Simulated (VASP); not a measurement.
Computed with LDA (Ceperley-Alder, Perdew-Zunger), VASP's LDA PAW potentials (set 64) (plane waves; VASP 6.6.1).

VASP ran on this input.

### INCAR
```
SYSTEM = SrF2
PREC = Accurate; ENCUT = 520; LREAL = .False.
LASPH = .True.
EDIFF = 1E-7; NELM = 100; ALGO = Normal
LMAXMIX = 4
ISMEAR = -5
ISIF = 2
LWAVE = .False.; LCHARG = .True.; LORBIT = 11
NEDOS = 601
LEFG = .True.
```

### POSCAR
```
SrF2
1.0
  0.0000000000   2.8384992746   2.8384992746
  2.8384992746   0.0000000000   2.8384992746
  2.8384992746   2.8384992746   0.0000000000
Sr F
1 2
direct
  0.0000000000   0.0000000000   0.0000000000
  0.2500000000   0.2500000000   0.2500000000
  0.7500000000   0.7500000000   0.7500000000
```

File KPOINTS:
```
K-points
0
Gamma
8 8 8
0 0 0
```

POTCAR, in this order: Sr_sv F (LDA.64 set). Program: vasp_std.

The run wrote:

OSZICAR:
```
       N       E                     dE             d eps       ncg     rms          rms(c)
DAV:   1     0.144455765489E+03    0.14446E+03   -0.14433E+04   928   0.148E+03
DAV:   2    -0.145378701259E+02   -0.15899E+03   -0.15802E+03  1200   0.319E+02
DAV:   3    -0.199540203809E+02   -0.54162E+01   -0.54108E+01  1280   0.606E+01
DAV:   4    -0.201370322000E+02   -0.18301E+00   -0.18299E+00  1256   0.831E+00
DAV:   5    -0.201408475505E+02   -0.38154E-02   -0.38153E-02  1304   0.942E-01    0.192E+01
DAV:   6    -0.187008906945E+02    0.14400E+01   -0.74787E+00   928   0.196E+01    0.166E+01
DAV:   7    -0.186520762937E+02    0.48814E-01   -0.20799E-01  1240   0.427E+00    0.807E+00
DAV:   8    -0.186310220944E+02    0.21054E-01   -0.27939E-02  1160   0.206E+00    0.926E-01
DAV:   9    -0.186323706024E+02   -0.13485E-02   -0.63739E-03  1368   0.530E-01    0.472E-01
DAV:  10    -0.186324799990E+02   -0.10940E-03   -0.47041E-04  1016   0.174E-01    0.137E-01
DAV:  11    -0.186325494178E+02   -0.69419E-04   -0.51361E-05  1024   0.585E-02    0.228E-02
DAV:  12    -0.186325539740E+02   -0.45562E-05   -0.23466E-05  1336   0.334E-02    0.909E-03
DAV:  13    -0.186325538468E+02    0.12716E-06   -0.18140E-06  1176   0.113E-02    0.288E-03
DAV:  14    -0.186325538676E+02   -0.20762E-07   -0.57699E-08   840   0.208E-03
   1 F= -.18632554E+02 E0= -.18632554E+02  d E =0.000000E+00
```

### OUTCAR
```
------------------------ aborting loop because EDIFF is reached ----------------------------------------
  FORCE on cell =-STRESS in cart. coord.  units (eV):
  Direction    XX          YY          ZZ          XY          YZ          ZX
  --------------------------------------------------------------------------------------
  Total       -0.0045311     -0.0045311     -0.0045311      0.0000000      0.0000000      0.0000000
  in kB       -0.1587137     -0.1587137     -0.1587137      0.0000000      0.0000000      0.0000000
  external PRESSURE =      -0.1587137 kB  Pullay stress =       0.0000000 kB
  volume of cell :       45.74
      direct lattice vectors                 reciprocal lattice vectors
     0.000000000  2.838499275  2.838499275    -0.176149420  0.176149420  0.176149420
     2.838499275  0.000000000  2.838499275     0.176149420 -0.176149420  0.176149420
     2.838499275  2.838499275  0.000000000     0.176149420  0.176149420 -0.176149420
 POSITION                                       TOTAL-FORCE (eV/Angst)
 -----------------------------------------------------------------------------------
      0.00000      0.00000      0.00000         0.000000      0.000000      0.000000
      1.41925      1.41925      1.41925         0.000000      0.000000      0.000000
      4.25775      4.25775      4.25775        -0.000000     -0.000000     -0.000000
 -----------------------------------------------------------------------------------
    total drift:                                0.000000     -0.000000      0.000000
  FREE ENERGIE OF THE ION-ELECTRON SYSTEM (eV)
  ---------------------------------------------------
  free  energy   TOTEN  =       -18.6325538676 eV

  energy  without entropy=      -18.6325538676  energy(sigma->0) =      -18.63255387

 total charge

# of ion       s       p       d       tot
------------------------------------------
    1        2.002   5.809   0.215   8.026
    2        1.725   4.364   0.000   6.089
    3        1.725   4.364   0.000   6.089
--------------------------------------------------
tot          5.452  14.537   0.215  20.204
```
(Selected blocks of OUTCAR.)

The compound is SrF2 in the fluorite structure. It was relaxed first, which changed the volume by -6 %.
